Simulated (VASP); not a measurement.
A run of VASP 6.6.1 is set up as follows.

File INCAR:

```
SYSTEM = I
PREC = Accurate
ENCUT = 700
EDIFF = 1E-6
ISMEAR = 0
SIGMA = 0.05
LREAL = .False.
LASPH = .True.
NELM = 60
ALGO = Normal
ISIF = 2
LWAVE = .False.
LCHARG = .False.
LNONCOLLINEAR = .True.
MAGMOM = 0 0 0.5
LORBIT = 11
GGA = RE
IVDW = 13
NBANDS = 18
```

Contents of KPOINTS:

```
Automatic mesh
0
Gamma
  5 5 8
  0 0 0
```

POSCAR

```
I
1.0
    2.5430070000     -3.6386120000      0.0490510000
    2.5612910000      3.6511330000     -0.0717250000
   -1.6403230000     -0.0427900000      2.4162870000
I
1
Cartesian
    1.7758827685      0.0125633047      1.2519443315
```

File KPOINTS_OPT:

```
path XGY,LGZ,NGM,RG
20
line-mode
reciprocal
 0.0000000000  0.5000000000 -0.5000000000  X
 0.0000000000  0.0000000000  0.0000000000  G

 0.0000000000  0.0000000000  0.0000000000  G
 0.5000000000  0.0000000000  0.0000000000  Y

 0.5000000000  0.5000000000 -0.5000000000  L
 0.0000000000  0.0000000000  0.0000000000  G

 0.0000000000  0.0000000000  0.0000000000  G
 0.0000000000 -0.5000000000  0.0000000000  Z

 0.0000000000  0.0000000000 -0.5000000000  N
 0.0000000000  0.0000000000  0.0000000000  G

 0.0000000000  0.0000000000  0.0000000000  G
 0.5000000000 -0.5000000000  0.0000000000  M

 0.5000000000  0.0000000000 -0.5000000000  R
 0.0000000000  0.0000000000  0.0000000000  G
```

Potentials or basis: VASP PAW PBE potentials, release 64 (I_GW).

Run with:

```console
$ cat potpaw_PBE.64/I_GW/POTCAR > POTCAR
$ mpirun -np 1 vasp_ncl > vasp.out
```

Q: Predict the band gap along the path.

A: None (metal or under the smearing width).

Q: Estimate the pressure.

A: -0.7 GPa.

Moments on the atoms (μB; x, y, z):
```
I   0.00 0.00 0.06
```

Caveat: the PAW data sets were made with another functional, which shifts forces and pressure a little; spin-orbit coupling is left out, which moves the levels of the heavy elements; pairwise dispersion overbinds metals, which lowers pressure and volume.
